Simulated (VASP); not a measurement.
# PbSe (Pm-3m) in VASP: a series of runs

One crystal, PbSe, is run at these levels: PBEsol; tasks: single point.

Program: VASP 6.6.1. These are calculated values, not measurements. Logs are shortened: lines on timing, memory, paths and dates and some standing lists are left out, and cuts for length are marked.

## Step 1: The crystal as given

It takes space group Pm-3m (No. 221, cubic). The conventional cell has a = 3.784 Å, b = 3.784 Å, c = 3.784 Å, α = 90.00°, β = 90.00°, γ = 90.00°. Pb (site symmetry m-3m) has 8 Se at 3.28 Å as nearest neighbours. Se (site symmetry m-3m) has 8 Pb at 3.28 Å as nearest neighbours.

Measurements of this composition are mostly on another form, of space group No. 225.

## Step 2: Single point, PBEsol

Contents of INCAR:

```
SYSTEM = PbSe
  ADDGRID = .False.
  ALGO = Normal
  EDIFF = 0.01
  ENCUT = 460
  GGA = PS
  ISIF = 2
  ISMEAR = 0
  LASPH = .True.
  LCHARG = .False.
  LREAL = .False.
  LWAVE = .False.
  NELM = 100
  PREC = Accurate
  SIGMA = 0.05
```

Contents of KPOINTS:

```
k-points
0
Gamma
  5 5 5
  0 0 0
```

Contents of POSCAR:

```
PbSe
1.0
    3.7843220000      0.0000000000      0.0000000000
    0.0000000000      3.7843220000      0.0000000000
    0.0000000000      0.0000000000      3.7843220000
Pb Se
1 1
Direct
    0.0499830000      0.0304240000      0.0268320000
    0.4857650000      0.4915870000      0.4882140000
```

Potentials or basis: VASP PAW PBE potentials, release 64 (Pb_d, Se).

Command:

```
> cat potpaw_PBE.64/Pb_d/POTCAR potpaw_PBE.64/Se/POTCAR > POTCAR
> mpirun -np 1 vasp_std > vasp.out
```

OUTCAR:

```text
SYSTEM = PbSe
   EDIFF = 0.01
   ENCUT = 460
   GGA = PS
   ISIF = 2
   ISMEAR = 0
   LASPH = .True.
   LREAL = .False.
   NELM = 100
   PREC = Accurate

 Found     63 irreducible k-points:

 Following reciprocal coordinates:
            Coordinates               Weight
  0.000000  0.000000  0.000000      1.000000
  0.200000  0.000000  0.000000      2.000000
  0.000000  0.200000  0.000000      2.000000
  0.000000  0.000000  0.200000      2.000000
  0.400000  0.000000  0.000000      2.000000
  0.000000  0.400000  0.000000      2.000000
   k-points           NKPTS =     63   k-points in BZ     NKDIM =     63   number of bands    NBANDS=     14
   number of dos      NEDOS =    301   number of ions     NIONS =      2
   total plane-waves  NPLWV =  21952
   dimension x,y,z NGX =    28 NGY =   28 NGZ =   28
   dimension x,y,z NGXF=    56 NGYF=   56 NGZF=   56
   ions per type =               1   1
   NGX,Y,Z   is equivalent  to a cutoff of  12.30, 12.30, 12.30 a.u.
   NGXF,Y,Z  is equivalent  to a cutoff of  24.60, 24.60, 24.60 a.u.
 SYSTEM =  PbSe
   PREC   = accura    normal or accurate (medium, high low for compatibility)
   ISTART =      0    job   : 0-new  1-cont  2-samecut
   ICHARG =      2    charge: 1-file 2-atom 10-const
   ISPIN  =      1    spin polarized calculation?
   LNONCOLLINEAR =      F non collinear calculations
   LSORBIT =      F    spin-orbit coupling
   LASPH  =      T    aspherical Exc in radial PAW
   ENCUT  =  460.0 eV  33.81 Ry    5.81 a.u.   6.62  6.62  6.62*2*pi/ulx,y,z
   NELM   =    100;   NELMIN=  2; NELMDL= -5     # of ELM steps
   EDIFF  = 0.1E-01   stopping-criterion for ELM
   LREAL  =      F    real-space projection
   EDIFFG = 0.1E+00   stopping-criterion for IOM
   NSW    =      0    number of steps for IOM
   IBRION =     -1    ionic relax: 0-MD 1-quasi-New 2-CG
   NFREE  =      0    steps in history (QN), initial steepest desc. (CG)
   ISIF   =      2    stress and relaxation
   ISYM   =      2    0-nonsym 1-usesym 2-fastsym
   POTIM  = 0.5000    time-step for ionic-motion
   TEBEG  =    0.0;   TEEND  =   0.0 temperature during run
   PSTRESS=    0.0 pullay stress
   NELECT =      20.0000    total number of electrons
   NUPDOWN=      -1.0000    fix difference up-down
   EMIN   =  10.00;   EMAX   =-10.00  energy-range for DOS
   EFERMI =   0.00;   METHOD = LEGACY
   ISMEAR =     0;   SIGMA  =   0.05  broadening in eV -4-tet -1-fermi 0-gaus
   EFERMI_NEDOS =   21; number of points for ismear=-14 and -15
   IALGO  =     38    algorithm
   IMIX   =      4    mixing-type and parameters
     AMIX     =   0.40;   BMIX     =  1.00
     AMIX_MAG =   1.60;   BMIX_MAG =  1.00
  volume/ion in A,a.u.               =      27.10       182.87
  Fermi-wavevector in a.u.,A,eV,Ry     =   1.174258  2.219025 18.760817  1.378881
  Thomas-Fermi vector in A             =   2.310658
   LORBIT       =      0    0 simple, 1 ext, 2 COOP (PROOUT), +10 PAW based schemes
   GGA     = PS    functional components
   LHFCALC =     F    Hartree Fock is set to
   AEXX    =    0.0000 exact exchange contribution
   IVDW    =     0    specifies the selected vdW correction
   LEPSILON=     F    determine dielectric tensor
   LRPA    =     F    only Hartree local field effects (RPA)
 non-spin polarized calculation
 Gauss-broadening in eV      SIGMA  =   0.05
  energy-cutoff  :      460.00
  volume of cell :       54.20
 maximum number of plane-waves:      1233
   NGX = 13   NGY = 13   NGZ = 13

 number of electron      19.9999999 magnetization

 Free energy of the ion-electron system (eV)
  ---------------------------------------------------
  ext. energy  EPLUGINS =         0.00000000
  ---------------------------------------------------
  free energy    TOTEN  =        -8.49697465 eV

  energy without entropy =       -8.49696651  energy(sigma->0) =       -8.49697058

 E-fermi :   5.2354     XC(G=0): -10.0922

 val. band max:        5.1208245350   @ k =  -0.2000   0.2000   0.2000
 cond. band min:       5.3476569141   @ k =  -0.4000   0.4000   0.4000
 fundamental gap:      0.2268323791
 Fermi energy:         5.2353725111

 k-point     1 :       0.0000    0.0000    0.0000
  band No.  band energies     occupation
      1     -11.6076      2.00000
      2     -11.5990      2.00000
      3     -11.4577      2.00000
      4     -11.4575      2.00000
      5     -11.4468      2.00000
      6      -8.1089      2.00000
      7      -1.7957      2.00000
      8       3.6097      2.00000
      9       3.6833      2.00000
     10       3.7812      2.00000
     11       9.4251      0.00000
     12       9.7599      0.00000
     13      11.4539      0.00000
     14      11.7785      0.00000

 k-point     2 :       0.2000    0.0000    0.0000
  band No.  band energies     occupation
      1     -11.5966      2.00000
      2     -11.5675      2.00000
      3     -11.4724      2.00000
      4     -11.4717      2.00000
      5     -11.4472      2.00000
      6      -7.8297      2.00000
      7      -2.3524      2.00000
      8       3.5814      2.00000
      9       3.9685      2.00000
     10       3.9933      2.00000
     11       8.6723      0.00000
     12       9.7882      0.00000
     13      10.5157      0.00000
     14      11.1927      0.00000
[... 37 lines left out ...]
      1     -11.5928      2.00000
      2     -11.5090      2.00000
      3     -11.4960      2.00000
      4     -11.4908      2.00000
      5     -11.4452      2.00000
      6      -7.2254      2.00000
      7      -3.4375      2.00000
      8       4.1282      2.00000
      9       4.6479      2.00000
     10       4.6525      2.00000
     11       6.2744      0.00000
     12       8.9793      0.00000
     13       9.0661      0.00000
     14      11.3694      0.00000

 k-point     6 :       0.0000    0.4000    0.0000
  band No.  band energies     occupation
      1     -11.5990      2.00000
      2     -11.5044      2.00000
      3     -11.4936      2.00000
      4     -11.4876      2.00000
      5     -11.4510      2.00000
      6      -7.1837      2.00000
      7      -3.5370      2.00000
      8       4.1401      2.00000
      9       4.6954      2.00000
     10       4.7501      2.00000
     11       6.3217      0.00000
     12       8.8755      0.00000
     13       9.0059      0.00000
     14      11.4293      0.00000

 [... further k-points ...]

------------------------ aborting loop because EDIFF is reached ----------------------------------------

  FORCE on cell =-STRESS in cart. coord.  units (eV):
  Direction    XX          YY          ZZ          XY          YZ          ZX
  --------------------------------------------------------------------------------------
  -------------------------------------------------------------------------------------
  Total       -0.6222884     -0.8231411     -0.8237671      0.1411669      0.1074667      0.1407641
  in kB      -18.3966199    -24.3343978    -24.3529040      4.1732970      3.1770226      4.1613879
  external PRESSURE =     -22.3613072 kB  Pullay stress =       0.0000000 kB

 VOLUME and BASIS-vectors are now :
 -----------------------------------------------------------------------------
  energy-cutoff  :      460.00
  volume of cell :       54.20
      direct lattice vectors                 reciprocal lattice vectors
     3.784322000  0.000000000  0.000000000     0.264248127  0.000000000  0.000000000
     0.000000000  3.784322000  0.000000000     0.000000000  0.264248127  0.000000000
     0.000000000  0.000000000  3.784322000     0.000000000  0.000000000  0.264248127

 POSITION                                       TOTAL-FORCE (eV/Angst)
 -----------------------------------------------------------------------------------
      0.18915      0.11513      0.10154         0.141851      0.100848      0.100268
      1.83829      1.86032      1.84756        -0.141851     -0.100848     -0.100268
 -----------------------------------------------------------------------------------
    total drift:                                0.003105      0.004408      0.004377

  FREE ENERGIE OF THE ION-ELECTRON SYSTEM (eV)
  ---------------------------------------------------
  free  energy   TOTEN  =        -8.4969746462 eV

  energy  without entropy=       -8.4969665056  energy(sigma->0) =       -8.49697058
```

stdout:

```text
POSCAR found type information on POSCAR PbSe
 POSCAR found :  2 types and       2 ions
 scaLAPACK will be used
 -----------------------------------------------------------------------------
|                                                                             |
|                                                                             |
|     You enforced a specific xc type in the INCAR file but a different       |
|     I HOPE YOU KNOW WHAT YOU ARE DOING!                                     |
|                                                                             |
 -----------------------------------------------------------------------------

 LDA part: xc-table for (Slater+PW92), standard interpolation
 POSCAR, INCAR and KPOINTS ok, starting setup
 FFT: planning ... GRIDC
 FFT: planning ... GRID_SOFT
 FFT: planning ... GRID
 WAVECAR not read
 entering main loop
```

It took 19 s on 1 thread of Intel Xeon Platinum 8488C (Sapphire Rapids), shared host; peak memory 0.18 GiB.

The run converged, but some of its settings lie outside the range that counts as converged, so its numbers aren't taken as properties of the crystal.

Results:

| Quantity | Value |
| --- | --- |
| Free energy | -8.4970 eV |
| Pressure | -2.2 GPa |
| Largest force | 0.201 eV/Å |
| Band gap on the k mesh | 0.23 eV, indirect (least direct gap 1.57 eV) |

Caveat: the PAW data sets were made with another functional, which shifts forces and pressure a little; spin-orbit coupling is left out, which as a rule narrows the gap of such compounds by several tenths of an eV; an odd mesh through Γ misses points on the zone boundary, where band edges often lie.

## Step 3: Single point, PBEsol

Changes to INCAR since step 2:

```diff
@@ -3,3 +3,3 @@
   ALGO = Normal
-  EDIFF = 0.01
+  EDIFF = 0.001
   ENCUT = 460
```

KPOINTS is that of step 2.

Contents of POSCAR:

```
PbSe
1.0
    3.7843220000      0.0000000000      0.0000000000
    0.0000000000      3.7843220000      0.0000000000
    0.0000000000      0.0000000000      3.7843220000
Pb Se
1 1
Direct
    0.0000000000      0.0000000000      0.0000000000
    0.5000000000      0.5000000000      0.5000000000
```

Potentials or basis: VASP PAW PBE potentials, release 64 (Pb_d, Se).

Command:

```
> cat potpaw_PBE.64/Pb_d/POTCAR potpaw_PBE.64/Se/POTCAR > POTCAR
> mpirun -np 1 vasp_std > vasp.out
```

OUTCAR:

```text
SYSTEM = PbSe
   EDIFF = 0.001
   ENCUT = 460
   GGA = PS
   ISIF = 2
   ISMEAR = 0
   LASPH = .True.
   LREAL = .False.
   NELM = 100
   PREC = Accurate

 Found     10 irreducible k-points:

 Following reciprocal coordinates:
            Coordinates               Weight
  0.000000  0.000000  0.000000      1.000000
  0.200000  0.000000  0.000000      6.000000
  0.400000  0.000000  0.000000      6.000000
  0.200000  0.200000  0.000000     12.000000
  0.400000  0.200000  0.000000     24.000000
  0.400000  0.400000  0.000000     12.000000
   k-points           NKPTS =     10   k-points in BZ     NKDIM =     10   number of bands    NBANDS=     14
[... 180 lines left out ...]
  FORCE on cell =-STRESS in cart. coord.  units (eV):
  Direction    XX          YY          ZZ          XY          YZ          ZX
  --------------------------------------------------------------------------------------
  -------------------------------------------------------------------------------------
  Total       -0.7097933     -0.7097933     -0.7097933      0.0000000     -0.0000000      0.0000000
  in kB      -20.9835134    -20.9835134    -20.9835134      0.0000000     -0.0000000      0.0000000
  external PRESSURE =     -20.9835134 kB  Pullay stress =       0.0000000 kB

 VOLUME and BASIS-vectors are now :
 -----------------------------------------------------------------------------
  energy-cutoff  :      460.00
  volume of cell :       54.20
      direct lattice vectors                 reciprocal lattice vectors
     3.784322000  0.000000000  0.000000000     0.264248127  0.000000000  0.000000000
     0.000000000  3.784322000  0.000000000     0.000000000  0.264248127  0.000000000
     0.000000000  0.000000000  3.784322000     0.000000000  0.000000000  0.264248127

 POSITION                                       TOTAL-FORCE (eV/Angst)
 -----------------------------------------------------------------------------------
      0.00000      0.00000      0.00000         0.000000      0.000000      0.000000
      1.89216      1.89216      1.89216         0.000000      0.000000      0.000000
 -----------------------------------------------------------------------------------
    total drift:                               -0.000000      0.000000      0.000000

  FREE ENERGIE OF THE ION-ELECTRON SYSTEM (eV)
  ---------------------------------------------------
  free  energy   TOTEN  =        -8.4480540639 eV

  energy  without entropy=       -8.4471701970  energy(sigma->0) =       -8.44761213
```

OSZICAR:

```text
N       E                     dE             d eps       ncg     rms          rms(c)
DAV:   1     0.148926377289E+03    0.14893E+03   -0.93612E+03   280   0.138E+03
DAV:   2     0.288377854500E+01   -0.14604E+03   -0.14244E+03   286   0.333E+02
DAV:   3    -0.863927622274E+01   -0.11523E+02   -0.11236E+02   382   0.983E+01
DAV:   4    -0.887231135258E+01   -0.23304E+00   -0.23297E+00   292   0.173E+01
DAV:   5    -0.887992639919E+01   -0.76150E-02   -0.76148E-02   372   0.308E+00    0.277E+00
DAV:   6    -0.846351616603E+01    0.41641E+00   -0.11105E+00   382   0.848E+00    0.152E+00
DAV:   7    -0.845047217219E+01    0.13044E-01   -0.14003E-01   322   0.211E+00    0.785E-01
DAV:   8    -0.844889818535E+01    0.15740E-02   -0.17989E-02   328   0.152E+00    0.125E-01
DAV:   9    -0.844805406386E+01    0.84412E-03   -0.76662E-03   306   0.701E-01
   1 F= -.84480541E+01 E0= -.84476121E+01  d E =-.883867E-03
```

It took 6.4 s on 1 thread of Intel Xeon Platinum 8488C (Sapphire Rapids), shared host; peak memory 0.15 GiB.

The run converged, but some of its settings lie outside the range that counts as converged, so its numbers aren't taken as properties of the crystal.

What came out:

```
Free energy            : -8.4481 eV
Pressure               : -2.1 GPa
Band gap on the k mesh : 0.14 eV, indirect (least direct gap 1.32 eV)
```

Caveat: the PAW data sets were made with another functional, which shifts forces and pressure a little; spin-orbit coupling is left out, which as a rule narrows the gap of such compounds by several tenths of an eV; an odd mesh through Γ misses points on the zone boundary, where band edges often lie.

## Step 4: Single point, PBEsol

INCAR is that of step 3.

KPOINTS is that of step 3.

Contents of POSCAR:

```
PbSe
1.0
    3.7843220000      0.0000000000      0.0000000000
    0.0000000000      3.7843220000      0.0000000000
    0.0000000000      0.0000000000      3.7843220000
Pb Se
1 1
Direct
    0.0499830000      0.0304240000      0.0268320000
    0.4857650000      0.4915870000      0.4882140000
```

Command:

```
> cat potpaw_PBE.64/Pb_d/POTCAR potpaw_PBE.64/Se/POTCAR > POTCAR
> mpirun -np 1 vasp_std > vasp.out
```

Wall time 23 s (1 thread of Intel Xeon Platinum 8488C (Sapphire Rapids), shared host); peak memory 0.18 GiB.

These settings aren't checked as converged: the numbers below hold their error.

What came out:

| Item | Value |
| --- | --- |
| Free energy | -8.4967 eV |
| Pressure | -1.2 GPa |
| Largest force | 0.208 eV/Å |
| Band gap on the k mesh | 0.20 eV, indirect (least direct gap 1.55 eV) |

Caveat: the PAW data sets were made with another functional, which shifts forces and pressure a little; spin-orbit coupling is left out, which as a rule narrows the gap of such compounds by several tenths of an eV; an odd mesh through Γ misses points on the zone boundary, where band edges often lie.

## Step 5: For comparison

An earlier run on the cell as given: functional PBE; potentials or basis VASP PAW PBE potentials, release 64 (Pb_d, Se); cutoff 520 eV; k mesh 7 × 7 × 7; occupations fermi-dirac, width 0.05 eV; no spin polarisation.

- Pressure: -0.2 GPa
- Band gap on the k mesh: none (metal or under the smearing width)
